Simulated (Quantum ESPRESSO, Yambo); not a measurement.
# BeTe (F-43m): G0W0 on several meshes in Yambo, part 2 of 2

Aim: the GW shift of BeTe (F-43m) against the k mesh.

Quantum ESPRESSO 7.5 and Yambo 5.3.0; PBE and many-body steps on it, plane waves. Known limits of the many-body steps: not at the basis limit; no spin-orbit coupling; coarse k mesh.

So far. Step 4 (4×4×4): The gap on the mesh goes from 1.86 eV to 2.72 eV, a correction of +0.85 eV. Step 5 (Empty states on the mesh, 2×2×2 mesh, 218 bands): On this mesh the gap is 1.863 eV.

The database entry behind the starting cell differs from later determinations by our own check (an axis about 1.5 % short against later determinations), so it need not match the best structure at ambient conditions.

### 7. 2×2×2

This step: G0W0 on PBE, plane waves, norm-conserving pseudopotentials.

The input, gw11.in:

```
HF_and_locXC
gw0
dyson
ppa
em1d
rim_cut
RandQpts= 1000000
RandGvec= 1 RL
EXXRLvcs= 88 Ry
VXCRLvcs= 352 Ry
Chimod= "HARTREE"
% BndsRnXp
 1 | 218 |
%
NGsBlkXp= 17 Ry
% LongDrXp
 1 | 1 | 1 |
%
% GbndRnge
 1 | 218 |
%
DysSolver= "n"
ExtendOut
PPAPntXp= 27.21138 eV
% QPkrange
 1 | 1 | 13 | 16 |
 3 | 3 | 13 | 16 |
%
```

Started as:

```console
$ OMP_NUM_THREADS=1 mpirun -n 4 yambo -F gw11.in -J gw11 -C gw11 > gw11.log
```

The program printed:

```text
 Yambo, version 5.3.0

 [02] CORE Variables Setup
 =========================

  [... cell, symmetries and grids as in the set-up ...]

  [02.05] Energies & Occupations
  ==============================

  [X] === General ===
  [X] Electronic Temperature                        :  0.000000  0.000000 [eV K]
  [X] Bosonic    Temperature                        :  0.000000  0.000000 [eV K]
  [X] Finite Temperature mode                       : no
  [X] El. density                                   :  0.65870E+24 [cm-3]
  [X] Fermi Level                                   :  9.426233 [eV]

  [X] === Gaps and Widths ===
  [X] Conduction Band Min                           :  1.863269 [eV]
  [X] Valence Band Max                              :  0.000000 [eV]
  [X] Filled Bands                                  :  14
  [X] Empty Bands                                   :   15  218
  [X] Direct Gap                                    :  3.590531 [eV]
  [X] Direct Gap localized at k                     :  1
  [X] Indirect Gap                                  :  1.863269 [eV]
  [X] Indirect Gap between kpts                     :  1  3
  [X] Last valence band width                       :  2.827531 [eV]
  [X] 1st conduction band width                     :  1.727261 [eV]

 [03] Transferred momenta grid and indexing
 ==========================================

 IBZ Q-points                                      :  3
 BZ  Q-points                                      :   8

 K/Q-points units:
 rlu = crystal or reduced units; cc = cartesian coordinates; iku = interal k-units

 Q [1]          [rlu]:  0.000000  0.000000  0.000000
 Q [2]          [rlu]:  0.12289E-16  0.12289E-16 -0.50000
 Q [3]          [rlu]: -0.44291E-16 -0.50000     -0.50000

 [04] Coloumb potential Random Integration (RIM)
[...]
[Hartree-Fock] El. density                        :  0.65870E+24 [cm-3]
  [Hartree-Fock] Fermi Level                        :  9.426233 [eV]

  [Hartree-Fock] === Gaps and Widths ===
  [Hartree-Fock] Conduction Band Min                :  3.231991 [eV]
  [Hartree-Fock] Valence Band Max                   : -1.214365 [eV]
  [Hartree-Fock] Filled Bands                       :  14
  [Hartree-Fock] Empty Bands                        :   15  218
  [Hartree-Fock] Direct Gap                         :  4.446355 [eV]
  [Hartree-Fock] Direct Gap localized at k          :  2
  [Hartree-Fock] Indirect Gap                       :  4.446355 [eV]
  [Hartree-Fock] Indirect Gap between kpts          :  2  2
  [Hartree-Fock] Last valence band width            :  4.316745 [eV]
  [Hartree-Fock] 1st conduction band width          :  5.411164 [eV]

 [08] Dyson equation: Newton solver
 ==================================

  [08.01] G0W0 (W PPA)
  ====================

  [  GW  ] Bands range     :    1  218
  [GW/PPA] G damping       :  0.100000 [eV]

  QP @ state[ 1 ] K range:  1  1
  QP @ state[ 1 ] b range:  13  16
  QP @ state[ 2 ] K range:  3  3
  QP @ state[ 2 ] b range:  13  16

   Sc/G bands                                       :    1  218
   Sc/G damping                                     :  0.100000 ev
   Sc bands terminator                              : no
   Sx RL components                                 :   4111

   QP @ state[ 1 ] K range                          :  1  1
   QP @ state[ 1 ] b range                          :  13  16
   QP @ state[ 2 ] K range                          :  3  3
   QP @ state[ 2 ] b range                          :  13  16
   GF energies kind                                 : Perdew, Burke & Ernzerhof(X)+Perdew, Burke & Ernzerhof(C)
   GF WF`s kind                                     : Perdew, Burke & Ernzerhof(X)+Perdew, Burke & Ernzerhof(C)
   Xs energies kind                                 : Perdew, Burke & Ernzerhof(X)+Perdew, Burke & Ernzerhof(C)
   Xs WF`s kind                                     : Perdew, Burke & Ernzerhof(X)+Perdew, Burke & Ernzerhof(C)

 [11] Game Over & Game summary
```

Run time: 26 s. Hardware: 4 MPI ranks of Arm Neoverse V1, shared host; peak memory 1.4 GiB; 99 s of CPU time.

Numbers from this step:

```
G0W0 gap on the points computed              : 2.590 eV
starting gap on the mesh                     : 1.863 eV
k of the valence top                         : 0, 0, 0
k of the conduction bottom                   : 0, -0.5, -0.5
least direct G0W0 gap on the computed points : 4.639 eV
Z at the valence top                         : 0.8123
Z at the conduction bottom                   : 0.8258
```

Against G0W0 in Yambo (4×4×4 mesh, 218 bands, screening to 231.3 eV, Godby-Needs plasmon pole), the gap moves by −0.126 eV.

### 8. Empty states on the mesh, 6×6×6 mesh, 218 bands

This step: Quantum ESPRESSO 7.5; DFT, PBE, plane waves, norm-conserving pseudopotentials.

The input, pw.in:

```
&control
  calculation = 'nscf'
  prefix = 'x'
  outdir = 'o'
  pseudo_dir = 'pseudo'
/
&system
  ibrav = 0
  nat = 2
  ntyp = 2
  ecutwfc = 88.0
  nbnd = 218
  force_symmorphic = .true.
/
&electrons
  conv_thr = 1e-9
  electron_maxstep = 80
  diago_full_acc = .true.
  diago_thr_init = 5e-6
/
ATOMIC_SPECIES
  Be 9.012 Be.upf
  Te 127.6 Te.upf
CELL_PARAMETERS angstrom
  0.0000000000 2.7700000000 2.7700000000
  2.7700000000 0.0000000000 2.7700000000
  2.7700000000 2.7700000000 -0.0000000000
ATOMIC_POSITIONS crystal
  Be 0.0000000000 0.0000000000 0.0000000000
  Te 0.2500000000 0.2500000000 0.2500000000
K_POINTS automatic
  6 6 6 0 0 0
```

Started as:

```console
$ OMP_NUM_THREADS=1 mpirun -n 4 pw.x -nk 4 -in pw.in > pw.out
```

The program printed:

```text
[banner, memory and clock lines left out]
Program PWSCF v.7.5 starts

     Atomic positions and unit cell read from directory:
     o/x.save/

     Message from routine setup:
     using ibrav=0 with symmetry is DISCOURAGED, use correct ibrav instead

     G-vector sticks info

     bravais-lattice index     =            0
     lattice parameter (alat)  =       7.4028  a.u.
     unit-cell volume          =     286.8573 (a.u.)^3
     number of atoms/cell      =            2
     number of atomic types    =            2
     number of electrons       =        28.00
[...]
k = 0.1179 0.1179-0.1179 (  3993 PWs)   bands (ev):

[...]
[... 16 further rows ...]
[...]
164.1648 165.2670

          k = 0.2357 0.2357-0.2357 (  3996 PWs)   bands (ev):

[...]
70.1002  70.1002  70.9825  70.9825  72.1585  73.2879  74.0037  74.0037
     [... 16 further rows ...]
   157.9185 158.4687 158.4687 159.3830 159.3830 159.5846 160.6345 160.6345
   162.0471 162.9347

          k =-0.3536-0.3536 0.3536 (  3996 PWs)   bands (ev):

     [... further k-points ...]

     highest occupied, lowest unoccupied level (ev):     9.4262   11.2895

     XML data file, pseudopotentials, collected wavefunctions
```

Wall time 42 s (4 MPI ranks); peak memory 0.5 GiB; 2.8 min of CPU time.

This step gave:

```
gap                                                           : 1.863 eV
k of the valence top                                          : 0, 0, 0
k of the conduction bottom                                    : 0, -0.5, -0.5
least direct gap                                              : 3.591 eV
k points computed                                             : 16
lowest point of the top converged band, above the valence top : 150.8259 eV
```

On this mesh the gap is 1.863 eV.

### 9. Conversion and set-up

This step: Yambo 5.3.0; conversion and set-up on PBE, plane waves, norm-conserving pseudopotentials.

Started as:

```console
$ (cd o/x.save; p2y > p2y.log; mv SAVE ../..); yambo > setup.log
```

The program printed:

```text
 Yambo, version 5.3.0

 [02] CORE Variables Setup
 =========================

  [02.01] Unit cells
  ==================

  Cell kind             :  FCC
  Atoms in the cell     :  Be  Te
  number of Be atoms    :  1
  number of Te atoms    :  1

  List of atomic masses
  Mass of Be    :  9.012000
  Mass of Te    :  127.6000

  List of atomic coordinates    : [cc]
  Be1       :  0.000000  0.000000  0.000000  order 1
  Te1       :  2.617271  2.617271  2.617271  order 2

  Alat factors          :  5.234541  5.234541  5.234541 [a.u.]
  Direct lattice volume :  286.8573 [a.u.]
[...]
Q [ 1]         [rlu]:  0.000000  0.000000  0.000000
 Q [ 2]         [rlu]: -0.64126E-17 -0.64126E-17  0.16667
 Q [ 3]         [rlu]: -0.12825E-16 -0.12825E-16  0.33333
[...]
Q [ 8]         [rlu]:  0.12289E-16  0.16667     -0.33333
 Q [ 9]         [rlu]:  0.12825E-16  0.16667     -0.16667
 Q [10]         [rlu]:  0.21820E-16  0.33333      0.33333
     [... 4 further rows ...]
 Q [15]         [rlu]:  0.166667  0.333333 -0.333333
 Q [16]         [rlu]:  0.166667 -0.500000 -0.333333

  [03.01] X indexes
  =================

   [03.01.01] Sigma indexes
   ========================

 [06] Game Over & Game summary
```

Run time: 2.9 s. Hardware: 1 MPI rank; peak memory 0.25 GiB.

### 10. 6×6×6

This step: G0W0 on PBE, plane waves, norm-conserving pseudopotentials.

gw12.in, as its differences from gw11.in of step 7:

```diff
@@ -26,3 +26,3 @@
  1 | 1 | 13 | 16 |
- 3 | 3 | 13 | 16 |
+ 13 | 13 | 13 | 16 |
 %
```

Started as:

```console
$ OMP_NUM_THREADS=1 mpirun -n 4 yambo -F gw12.in -J gw12 -C gw12 > gw12.log
```

The program printed:

```text
 Yambo, version 5.3.0

 [02] CORE Variables Setup
 =========================

  [... cell, symmetries and grids as in the set-up ...]

  [02.05] Energies & Occupations
  ==============================

  [X] === General ===
  [X] Electronic Temperature                        :  0.000000  0.000000 [eV K]
  [X] Bosonic    Temperature                        :  0.000000  0.000000 [eV K]
  [X] Finite Temperature mode                       : no
  [X] El. density                                   :  0.65870E+24 [cm-3]
[...]
QP @ state[ 1 ] b range                          :  13  16
   QP @ state[ 2 ] K range                          :  13  13
   QP @ state[ 2 ] b range                          :  13  16
   GF energies kind                                 : Perdew, Burke & Ernzerhof(X)+Perdew, Burke & Ernzerhof(C)
   GF WF`s kind                                     : Perdew, Burke & Ernzerhof(X)+Perdew, Burke & Ernzerhof(C)
   Xs energies kind                                 : Perdew, Burke & Ernzerhof(X)+Perdew, Burke & Ernzerhof(C)
   Xs WF`s kind                                     : Perdew, Burke & Ernzerhof(X)+Perdew, Burke & Ernzerhof(C)

 [11] Game Over & Game summary
```

Wall time 27 min (4 MPI ranks); peak memory 2.6 GiB.

This step gave:

| Quantity | Value |
| --- | --- |
| G0W0 gap on the points computed | 2.729 eV |
| starting gap on the mesh | 1.863 eV |
| k of the valence top | 0, 0, 0 |
| k of the conduction bottom | 0, -0.5, -0.5 |
| least direct G0W0 gap on the computed points | 4.685 eV |

Against G0W0 in Yambo (4×4×4 mesh, 218 bands, screening to 231.3 eV, Godby-Needs plasmon pole), the gap moves by +0.013 eV.

### 11. Side by side

Times are wall times on 4 MPI ranks of Arm Neoverse V1, shared host, good to a factor of about two.

```csv
run,mesh,bands,screening cutoff (eV),DFT gap (eV),gap on the mesh (eV),direct (eV),time
4×4×4,4×4×4,218,231.3,1.863,2.716,4.680,4.9 min
2×2×2,2×2×2,218,231.3,1.863,2.590,4.639,26 s
6×6×6,6×6×6,218,231.3,1.863,2.729,4.685,27 min
```

### 12. Results

| Quantity | Value |
| --- | --- |
| 4×4×4 | 2.716 eV |
| 2×2×2 | 2.590 eV |
| 6×6×6 | 2.729 eV |
| known limits | not at the basis limit; no spin-orbit coupling; coarse k mesh |

**Reading.** 2×2×2: −0.126 eV against 4×4×4. 6×6×6: +0.013 eV against 4×4×4. Bands and cutoff are finite, so the gap is not at the basis limit. The miss can reach some tenths of an eV and take either sign; the mesh is an error of its own. In the G0W0 runs levels were corrected at 2 k points alone, so a gap called «on the mesh» is the least over those, and an edge elsewhere would be missed. The 4×4×4 mesh is coarse for this cell, which bears on the long-range parts of exchange and screening. The many-body steps are scalar-relativistic: spin-orbit coupling is not in them.

[Paths, hosts, dates, memory and timing lines, banners, echoed tables and standing remarks are left out of the program output.]

[Logs are printed without paths, hosts, clocks, repeated set-up lines and the standing remarks that a program may print on its own settings, such as how far it seeks lower states.]

[Runs of the session that timed out or met a known fault of the program may be left out.]

[Hosts, paths, dates, database ids (printed as entryN), source tags and the programs' standing remarks are cut or masked in the printed files.]
